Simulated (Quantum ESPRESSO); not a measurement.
# Ag (Fm-3m) in Quantum ESPRESSO: further runs, part 4 of 5

Quantum ESPRESSO 7.5. The steps go on from the part before.

### Step 6. Phonons, PBEsol

Contents of pw.in:

```
&CONTROL
  calculation = 'scf'
  prefix = 'pwscf'
  outdir = './tmp'
  pseudo_dir = './pseudo'
  tprnfor = .true.
  tstress = .true.
  disk_io = 'low'
/
&SYSTEM
  ibrav = 0
  nat = 1
  ntyp = 1
  ecutwfc = 82
  nbnd = 16
  occupations = 'smearing'
  smearing = 'mv'
  degauss = 0.00999582
/
&ELECTRONS
  conv_thr = 2d-10
  electron_maxstep = 120
  mixing_beta = 0.5
/
ATOMIC_SPECIES
Ag   107.8682 Ag.upf
CELL_PARAMETERS angstrom
   0.0000000000    2.0427500000    2.0427500000
   2.0427500000    0.0000000000    2.0427500000
   2.0427500000    2.0427500000    0.0000000000
ATOMIC_POSITIONS crystal
Ag     0.0000000000    0.0000000000    0.0000000000
K_POINTS automatic
11 11 11 0 0 0
```

Contents of scf2.in:

```
&CONTROL
  calculation = 'scf'
  prefix = 'pwscf'
  outdir = './tmp'
  pseudo_dir = './pseudo'
  tprnfor = .true.
  tstress = .true.
  disk_io = 'low'
/
&SYSTEM
  ibrav = 0
  nat = 1
  ntyp = 1
  ecutwfc = 82
  nbnd = 16
  occupations = 'smearing'
  smearing = 'mv'
  degauss = 0.00999582
/
&ELECTRONS
  conv_thr = 1d-13
  electron_maxstep = 120
  mixing_beta = 0.5
  startingpot = 'file'
  startingwfc = 'file'
/
ATOMIC_SPECIES
Ag   107.8682 Ag.upf
CELL_PARAMETERS angstrom
   0.0000000000    2.0427500000    2.0427500000
   2.0427500000    0.0000000000    2.0427500000
   2.0427500000    2.0427500000    0.0000000000
ATOMIC_POSITIONS crystal
Ag     0.0000000000    0.0000000000    0.0000000000
K_POINTS automatic
11 11 11 0 0 0
```

Contents of ph.in:

```
phonons of Ag
&INPUTPH
  prefix = 'pwscf'
  outdir = './tmp'
  tr2_ph = 1d-18
  fildyn = 'dyn'
  niter_ph = 90
  alpha_mix(1) = 0.4
/
0.1767766953 0.7071067812 0.1767766953
```

Potentials or basis: PseudoDojo 0.4.1 SR PBEsol standard.

On the command line:

```sh
$ OMP_NUM_THREADS=1 pw.x -in pw.in > pw.out
$ OMP_NUM_THREADS=1 pw.x -in scf2.in > scf2.out
$ OMP_NUM_THREADS=1 ph.x -in ph.in > ph.out
```

pw.out:

```text
This program is part of the open-source Quantum ESPRESSO suite
     for quantum simulation of materials; please cite
[... 9 lines left out ...]
     --------------------
     sticks:   dense  smooth     PW     G-vecs:    dense   smooth      PW
     Sum         673     673    211                11575    11575    1989

     Using Slab Decomposition

     bravais-lattice index     =            0
     lattice parameter (alat)  =       5.4592  a.u.
     unit-cell volume          =     115.0462 (a.u.)^3
     number of atoms/cell      =            1
     number of atomic types    =            1
     number of electrons       =        19.00
     number of Kohn-Sham states=           16
     kinetic-energy cutoff     =      82.0000  Ry
     charge density cutoff     =     328.0000  Ry
     scf convergence threshold =      2.0E-10
     mixing beta               =       0.5000
     number of iterations used =            8  plain     mixing
     Exchange-correlation= PBESOL
                           (   1   4  10   8   0   0   0)

     celldm(1)=   5.459201  celldm(2)=   0.000000  celldm(3)=   0.000000
     celldm(4)=   0.000000  celldm(5)=   0.000000  celldm(6)=   0.000000

     crystal axes: (cart. coord. in units of alat)
               a(1) = (   0.000000   0.707107   0.707107 )
               a(2) = (   0.707107   0.000000   0.707107 )
               a(3) = (   0.707107   0.707107   0.000000 )

     reciprocal axes: (cart. coord. in units 2 pi/alat)
               b(1) = ( -0.707107  0.707107  0.707107 )
               b(2) = (  0.707107 -0.707107  0.707107 )
[... 80 lines left out ...]
        k(   55) = (  -0.0642824  -0.4499770   0.7071068), wk =   0.0360631
        k(   56) = (   0.0000000  -0.3856946   0.6428243), wk =   0.0360631

     Dense  grid:    11575 G-vectors     FFT dimensions: (  32,  32,  32)

     Initial potential from superposition of free atoms

     starting charge      18.9996, renormalised to      19.0000
     Starting wfcs are   10 randomized atomic wfcs +    6 random wfcs

     Self-consistent Calculation

     iteration #  1     ecut=    82.00 Ry     beta= 0.50
     Davidson diagonalization with overlap
     ethr =  1.00E-02,  avg # of iterations =  4.7

     Threshold (ethr) on eigenvalues was too large:
     Diagonalizing with lowered threshold

     Davidson diagonalization with overlap
     ethr =  3.90E-04,  avg # of iterations =  1.4

     total energy              =    -309.77360250 Ry
     estimated scf accuracy    <       0.07401290 Ry
[... 50 lines left out ...]
     iteration #  9     ecut=    82.00 Ry     beta= 0.50
     Davidson diagonalization with overlap
     ethr =  2.81E-12,  avg # of iterations =  2.0

     End of self-consistent calculation

          k = 0.0000 0.0000 0.0000 (  1459 PWs)   bands (ev):

   -74.6478 -38.0583 -38.0583 -38.0583   9.3966  12.4850  12.4850  12.4850
    13.5367  13.5367  33.3851  36.9200  36.9200  36.9200  41.6570  42.5150
[... 273 lines left out ...]
   -74.6248 -38.1735 -38.1646 -38.1190  11.5870  11.9982  12.4227  13.5553
    14.4862  22.5609  22.7422  24.5335  26.4329  38.4350  40.8728  42.3046

     the Fermi energy is    17.4651 ev

!    total energy              =    -309.79628646 Ry
     estimated scf accuracy    <          2.4E-12 Ry
     smearing contrib. (-TS)   =      -0.00008640 Ry
     internal energy E=F+TS    =    -309.79620006 Ry

     The total energy is F=E-TS. E is the sum of the following terms:
     one-electron contribution =    -120.16938956 Ry
     hartree contribution      =      70.75996258 Ry
     xc contribution           =     -46.00424133 Ry
     ewald contribution        =    -214.38253174 Ry

     convergence has been achieved in   9 iterations

     Forces acting on atoms (cartesian axes, Ry/au):

     atom    1 type  1   force =     0.00000000    0.00000000    0.00000000

     Total force =     0.000000     Total SCF correction =     0.000000

     Computing stress (Cartesian axis) and pressure

          total   stress  (Ry/bohr**3)                   (kbar)     P=      -30.56
  -0.00020772   0.00000000   0.00000000          -30.56        0.00        0.00
   0.00000000  -0.00020772   0.00000000            0.00      -30.56        0.00
   0.00000000   0.00000000  -0.00020772            0.00        0.00      -30.56

=------------------------------------------------------------------------------=
   JOB DONE.
=------------------------------------------------------------------------------=
```

Run time: 8.5 min. Hardware: 1 thread of Intel Xeon 6975P-C (Granite Rapids), shared host; peak memory 0.09 GiB.

Results:

```yaml
Free_energy: -4214.9932 eV
Pressure_after_relaxing: -3.1 GPa
Band_gap_on_the_k_mesh: none (metal or under the smearing width)
Highest_phonon_frequency_at_the_q_point_run: 177 cm⁻¹
```

Phonon frequencies in cm⁻¹ (negative: imaginary):
| q point | frequencies |
| --- | --- |
| (0.625, 0.250, 0.625) | 125 175 177 |

Phonon modes at q = (0.625, 0.250, 0.625) in reciprocal lattice units:
| mode | symmetry | cm⁻¹ |
| --- | --- | --- |
| 1 | B_1 | 125 |
| 2 | B_2 | 175 |
| 3 | A_1 | 177 |

Caveat: the cell is more than 3 GPa from zero pressure, which shifts response properties; the q point doesn't lie on the k mesh, which can shift a metal's frequencies strongly unless the mesh is converged.

(Part 4 of 5 ends here.)
